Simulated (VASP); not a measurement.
# VSi23 (a cell with a defect) in VASP: notebook, part 2 of 2

VASP 6.6.1.

**4. Single point, PBEsol+U, collinear spin, ferromagnetic start**

The input, INCAR:

```
PREC     = Accurate       # precision mode
ENCUT    = 350            # plane-wave cutoff, eV
EDIFF    = 1E-5           # SCF threshold, eV
ISMEAR   = 0              # smearing method
SIGMA    = 0.03           # smearing width, eV
LREAL    = Auto         
LASPH    = True           # aspherical terms in the spheres
NELM     = 120            # most SCF steps
ALGO     = Normal         # electronic algorithm
ISIF     = 2              # what is computed and relaxed
LWAVE    = False          # write WAVECAR
LCHARG   = False          # write CHGCAR
ISPIN    = 2              # spin polarisation
MAGMOM   = 2 0 0 0 0 0 0 0 0 0 0 0 0 0 0 0 0 0 0 0 0 0 0 0 # initial moments
LORBIT   = 11             # projections on sites
NUPDOWN  = 2              # fixed moment
LMAXMIX  = 4              # l up to which the mixer works
LDAU     = True           # DFT+U
LDAUTYPE = 2            
LDAUL    = 2 -1           # shell
LDAUU    = 3 0            # U, eV
LDAUJ    = 0 0          
LDAUPRINT= 1            
GGA      = PS             # functional
NELECT   = 106.0        
ISYM     = 0            
KPAR     = 4
```

The input, KPOINTS:

```
regular mesh
0
Gamma
  2 3 3
```

The input, POSCAR:

```
VSi23                                   
1.0
    0.0000000000      8.1555000000      8.1555000000
    5.4370000000      0.0000000000      5.4370000000
    5.4370000000      5.4370000000      0.0000000000
  V               Si            
     1    23
Direct
     0.9916910564946458    0.0020082161867984    0.0005795892888350
     0.0037283958119271    0.0016864349687360    0.4980552151249004
     0.0039535043963240    0.4969429324292248    0.0001792759098716
     0.0035737290859696    0.4999072928091065    0.4955730170489441
     0.3276933702442976    0.0045612210228031    0.0045858283019937
     0.3378550614605868    0.0000096815047018    0.4941062280779104
     0.3381748540250986    0.4943644132076912    0.9996030143262631
     0.3335320298294626    0.4998951012531918    0.4996552644784993
     0.6690485576833850    0.9993687310306980    0.9998998963374875
     0.6633075284888902    0.0007615883972198    0.5076367556332855
     0.6638362766305247    0.5075747113726787    0.9999829132033453
     0.6686265576997394    0.4990802393736085    0.4992520324695185
     0.0812299263732561    0.1260536069057109    0.1271304070408352
     0.0896494410300008    0.1270931748287662    0.6159736778974241
     0.0901079545450439    0.6172636139458981    0.1228655883847601
     0.0834070466637273    0.6263275468770355    0.6249049367247375
     0.4226790594115456    0.1198178666723804    0.1195235476824075
     0.4144266660916894    0.1241242281959148    0.6308756793651359
     0.4148329683045944    0.6310190942424276    0.1239432707941726
     0.4182784758779017    0.6242392318130554    0.6240415502828076
     0.7325414987588473    0.1369404653723071    0.1368419525091032
     0.7539023317534789    0.1234208388885319    0.6252017387482630
     0.7541036660730038    0.6246338990314533    0.1236655593484147
     0.7525380432660522    0.6246238696700692    0.6237540610210676
```

Launch:

```bash
$ cat potpaw_PBE.64/V_sv/POTCAR potpaw_PBE.64/Si/POTCAR > POTCAR
$ mpirun -np 4 vasp_std > vasp.out
```

It took 2 min on 4 MPI ranks of Intel Xeon 6975P-C (Granite Rapids), shared host; peak memory 0.64 GiB.

The run converged. Its results:

* Free energy: -130.3663 eV
* Largest force: 0.030 eV/Å
* Net moment: 2.00 μB per cell
* Site moments: V +2.10; Si +0.01, -0.00, +0.00, -0.05, -0.01, -0.04 μB
* Valence electrons inside the program's atomic spheres: V 11.56; Si 1.70, 1.69, 1.71, 1.75

Forces on the atoms (eV/Å):
```
V   -0.004  0.005 -0.006
Si  -0.005  0.004 -0.007
Si   0.013  0.000  0.009
Si  -0.005  0.013 -0.008
Si  -0.012 -0.015 -0.005
Si  -0.004 -0.002  0.016
Si  -0.004  0.021  0.004
Si  -0.003  0.020  0.018
Si  -0.002 -0.016 -0.010
Si  -0.012 -0.001  0.016
Si   0.004  0.012 -0.001
Si   0.011  0.011  0.013
Si  -0.009 -0.016 -0.023
Si   0.000 -0.001  0.002
Si   0.006 -0.009  0.000
Si  -0.024  0.006  0.012
Si   0.002  0.006  0.000
Si   0.014  0.011 -0.021
Si  -0.005 -0.029  0.004
Si   0.010 -0.004  0.003
Si   0.005  0.011 -0.002
Si   0.013 -0.008 -0.003
Si   0.002 -0.014 -0.004
Si   0.009 -0.007 -0.004
```

Eigenvalues of the final occupation matrices:
| site | spin | trace | eigenvalues |
| --- | --- | --- | --- |
| site 1 d | 1 | 2.60 | 0.33 0.36 0.37 0.77 0.77 |
| site 1 d | 2 | 0.51 | 0.02 0.02 0.14 0.17 0.17 |

Caveat: the cell is charged against a uniform background, so pressure and absolute levels hang on convention; the PAW data sets were made with another functional, which shifts forces and pressure a little; the total moment is fixed, so each spin has its own Fermi level; the U is typed as a test and isn't derived for this compound. The state reached can hang on the start; a lower one may exist.

**5. Single point, PBEsol+U, collinear spin, zero start**

INCAR: that of step 4 with these lines changed.

```diff
@@ -13,5 +13,5 @@
 ISPIN    = 2              # spin polarisation
-MAGMOM   = 2 0 0 0 0 0 0 0 0 0 0 0 0 0 0 0 0 0 0 0 0 0 0 0 # initial moments
+MAGMOM   = 0 0 0 0 0 0 0 0 0 0 0 0 0 0 0 0 0 0 0 0 0 0 0 0 # initial moments
 LORBIT   = 11             # projections on sites
-NUPDOWN  = 2              # fixed moment
+NUPDOWN  = 0              # fixed moment
 LMAXMIX  = 4              # l up to which the mixer works
```

KPOINTS is that of step 4.

POSCAR is that of step 4.

Potentials or basis: VASP PAW PBE potentials, release 64 (V_sv, Si).

Launch:

```bash
$ cat potpaw_PBE.64/V_sv/POTCAR potpaw_PBE.64/Si/POTCAR > POTCAR
$ mpirun -np 4 vasp_std > vasp.out
```

OUTCAR:

```text
PREC = Accurate
   ENCUT = 350
   EDIFF = 1E-5
   ISMEAR = 0
   LREAL = Auto
   LASPH = True
   NELM = 120
   ISIF = 2
   ISPIN = 2
   LORBIT = 11
   NUPDOWN = 0
   GGA = PS
   NELECT = 106.0
   ISYM = 0

 ion  position               nearest neighbor table
   1  0.992  0.002  0.001-  13 2.42  14 2.42  15 2.42  21 2.44
   2  0.004  0.002  0.498-  13 2.33  14 2.34  22 2.35  16 2.36
   3  0.004  0.497  0.000-  13 2.33  15 2.34  23 2.35  16 2.36
   4  0.004  0.500  0.496-  15 2.34  14 2.34  16 2.36  24 2.36
   5  0.328  0.005  0.005-  13 2.32  17 2.34  19 2.35  18 2.35
   6  0.338  0.000  0.494-  14 2.34  17 2.35  20 2.36  18 2.36
[... 1633 lines left out ...]
      5.41243      2.72358      2.74714         0.274605     -0.008812     -0.028666
      0.04973      2.69744      2.69730        -0.176726      0.026767      0.037421
      2.68651      5.44183      2.75543         0.021112      0.101271      0.013223
[... 16 lines left out ...]
      4.06850      6.82246      9.54623         0.042244      0.000880     -0.056013
      6.78743      9.52867      9.53340         0.002022     -0.042761     -0.041962
 -----------------------------------------------------------------------------------
    total drift:                               -0.003835      0.000809      0.004221

  FREE ENERGIE OF THE ION-ELECTRON SYSTEM (eV)
  ---------------------------------------------------
  free  energy   TOTEN  =      -129.3657922798 eV

  energy  without entropy=     -129.3618636667  energy(sigma->0) =     -129.36382797

 total charge

# of ion       s       p       d       tot
------------------------------------------
    1        2.322   6.148   3.013  11.483
    2        0.764   0.935   0.000   1.699
    3        0.764   0.935   0.000   1.699
    4        0.763   0.929   0.000   1.693
    5        0.760   0.948   0.000   1.708
    6        0.758   0.939   0.000   1.697
[... 16 lines left out ...]
   23        0.754   0.941   0.000   1.695
   24        0.753   0.937   0.000   1.690
--------------------------------------------------
tot         19.791  27.867   3.013  50.670

 magnetization (x)

# of ion       s       p       d       tot
------------------------------------------
    1       -0.000   0.000  -0.008  -0.007
    2       -0.000   0.000   0.000  -0.000
    3        0.000   0.000   0.000   0.000
    4        0.000   0.000   0.000   0.000
    5       -0.000   0.000   0.000   0.000
    6        0.000   0.000   0.000   0.000
[... 16 lines left out ...]
   23        0.000   0.000   0.000   0.000
   24       -0.000   0.000   0.000   0.000
--------------------------------------------------
tot          0.000   0.004  -0.008  -0.003
```

stdout:

```text
POSCAR found type information on POSCAR V Si
 POSCAR found :  2 types and      24 ions
 scaLAPACK will be used
 -----------------------------------------------------------------------------
|                                                                             |
|                                                                             |
|     You enforced a specific xc type in the INCAR file but a different       |
|     I HOPE YOU KNOW WHAT YOU ARE DOING!                                     |
|                                                                             |
 -----------------------------------------------------------------------------

 LDA part: xc-table for (Slater+PW92), standard interpolation
 POSCAR, INCAR and KPOINTS ok, starting setup
 FFT: planning ... GRIDC
 FFT: planning ... GRID_SOFT
 FFT: planning ... GRID
 WAVECAR not read
 entering main loop
 the old and the new charge density differ
 old charge density:   105.00000 new  106.00000
BRMIX: very serious problems
 the old and the new charge density differ
 old charge density:   105.00000 new  106.00000
BRMIX: very serious problems
 the old and the new charge density differ
 old charge density:   105.00000 new  106.00000
BRMIX: very serious problems
 the old and the new charge density differ
 old charge density:   105.00000 new  106.00000
    0.243E+01
```

Wall time 7.7 min (4 MPI ranks of Intel Xeon 6975P-C (Granite Rapids), shared host); peak memory 0.68 GiB.

What came out:

```yaml
Free_energy: -129.3658 eV
Largest_force: 0.529 eV/Å
Net_moment: 0.00 μB per cell
Valence_electrons_inside_the_program's_atomic_spheres: V 11.48; Si 1.70, 1.69, 1.71, 1.74, 1.73
```

Forces on the atoms (eV/Å):
```
V    0.097 -0.030 -0.041
Si   0.048  0.020 -0.301
Si   0.063 -0.295  0.023
Si   0.275 -0.009 -0.029
Si  -0.177  0.027  0.037
Si   0.021  0.101  0.013
Si   0.021  0.020  0.107
Si  -0.020  0.026  0.023
Si  -0.229  0.069  0.075
Si  -0.003  0.172  0.006
Si   0.012  0.002  0.172
Si  -0.011  0.032  0.034
Si  -0.411 -0.237 -0.235
Si   0.197  0.321 -0.225
Si   0.212 -0.227  0.317
Si  -0.050  0.043  0.048
Si   0.128 -0.057 -0.061
Si   0.046 -0.084 -0.024
Si   0.027 -0.031 -0.090
Si  -0.005 -0.032 -0.023
Si  -0.335  0.270  0.260
Si   0.051 -0.061  0.013
Si   0.042  0.001 -0.056
Si   0.002 -0.043 -0.042
```

Eigenvalues of the final occupation matrices:
```tsv
site	spin	trace	eigenvalues
site 1 d	1	1.52	0.21 0.25 0.32 0.36 0.37
site 1 d	2	1.52	0.21 0.24 0.33 0.37 0.38
```

Caveat: the cell is charged against a uniform background, so pressure and absolute levels hang on convention; the PAW data sets were made with another functional, which shifts forces and pressure a little; the total moment is fixed, so each spin has its own Fermi level; the U is typed as a test and isn't derived for this compound.

**6. Summary**

| spin | U | fixed moment (μB) | moment (μB) | largest force (eV/Å) |
| --- | --- | --- | --- | --- |
| collinear, ferromagnetic start | V d U = 3 eV | - | 2.00 | 0.03 |
| collinear, ferromagnetic start | V d U = 5 eV | 2 | 2.00 | 0.29 |
| collinear, ferromagnetic start | V d U = 3 eV | 2 | 2.00 | 0.03 |
| collinear, zero start | V d U = 3 eV | 0 | 0.00 | 0.53 |

Alike in all rows: task single point; level PBEsol+U; potentials or basis VASP PAW PBE potentials, release 64 (V_sv, Si); cell as given; k mesh 2 × 3 × 3; cutoff (eV) 350; smearing gaussian 0.03 eV.

Caveats: the cell is charged against a uniform background, so pressure and absolute levels hang on convention; the PAW data sets were made with another functional, which shifts forces and pressure a little; the U is typed as a test and isn't derived for this compound; the total moment is fixed, so each spin has its own Fermi level (some runs).

Total energies depend on the potentials used, so only differences within one code and one set of settings carry meaning.
